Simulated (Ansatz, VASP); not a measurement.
# ZrC: VASP beside Ansatz

```xyz
2
Lattice="0.0000 2.3502 2.3502 2.3502 0.0000 2.3502 2.3502 2.3502 0.0000" Properties=species:S:1:pos:R:3 pbc="T T T"
Zr    2.2441    2.4563    2.3502
C     0.0000    0.0000    0.0000
```

Change from the starting cell: all Zr atoms moved -0.150 Å, as atom 1 along Cartesian [1 -1 0].

Alike in both runs: task single point; functional LDA; k mesh 18 × 18 × 18; occupations gaussian, width 0.15 eV; no spin polarisation.

|  | VASP | Ansatz |
| --- | --- | --- |
| version | VASP 6.6.1 | Ansatz 0.2.0 |
| potentials or method | VASP PAW LDA potentials, release 64 (Zr_sv, C) | scalar-relativistic, plane waves, PAW |
| plane-wave cutoff (eV) | 520 | 420 |
| valence electrons in the cell | 16 | 16 |

```csv
,VASP,Ansatz,Ansatz less VASP
gap on the k mesh at the Fermi level (eV),none,none,-
pressure (GPa),-6.3,-6.9,-0.58
largest component of the traceless stress (GPa),2.02,2.02,-0.009
rms of the force components (eV/Å),0.551,0.543,-0.0073
```

Atom by atom the forces differ by 0.007 eV/Å (rms over components). A gap of «none» marks a metal or a gap that the smearing closes.
